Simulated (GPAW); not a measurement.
Crystal: Ge.

```xyz
2
Lattice="0.0000 2.8289 2.8289 2.8289 0.0000 2.8289 2.8289 2.8289 0.0000" Properties=species:S:1:pos:R:3 pbc="T T T"
Ge    4.2434    4.2434    4.2434
Ge    2.8289    2.8289    2.8289
```

| Quantity | Value |
| --- | --- |
| Program | GPAW 26.7.0 |
| Task | single point |
| Functional | PBE |
| Potentials or basis | GPAW PAW data sets (gpaw-data 1.2.1) |
| Cutoff | 600 eV |
| Basis | pw |
| k mesh | 8 × 8 × 8 |
| Occupations | fermi-dirac, width 0.05 eV |
| Spin | no spin polarisation |

On this cell: pressure 3.9 GPa; largest force zero by symmetry; band gap on the k mesh 0.09 eV, direct.

The same run follows on a disturbed copy (atoms moved at random, drawn with an rms of 0.05 Å):

```
Ge
1.0
     0.00000    2.82891    2.82891
     2.82891    0.00000    2.82891
     2.82891    2.82891    0.00000
Ge
2
Cartesian
  4.2054 4.2838 4.2270
  2.8276 2.8391 2.7804
```

**Question.** What changes?

**Answer.** The energy moves by +10.3 meV/atom; pressure 4.1 GPa; largest force 0.735 eV/Å; band gap on the k mesh none (metal or under the smearing width).

Forces in eV/Å, atoms in the order of the input:
```
Ge   0.461 -0.395 -0.414
Ge  -0.461  0.395  0.414
```

Stress tensor (GPa, compression positive):
```
 4.05 -1.19 -1.13
-1.19  4.07  1.34
-1.13  1.34  4.06
```
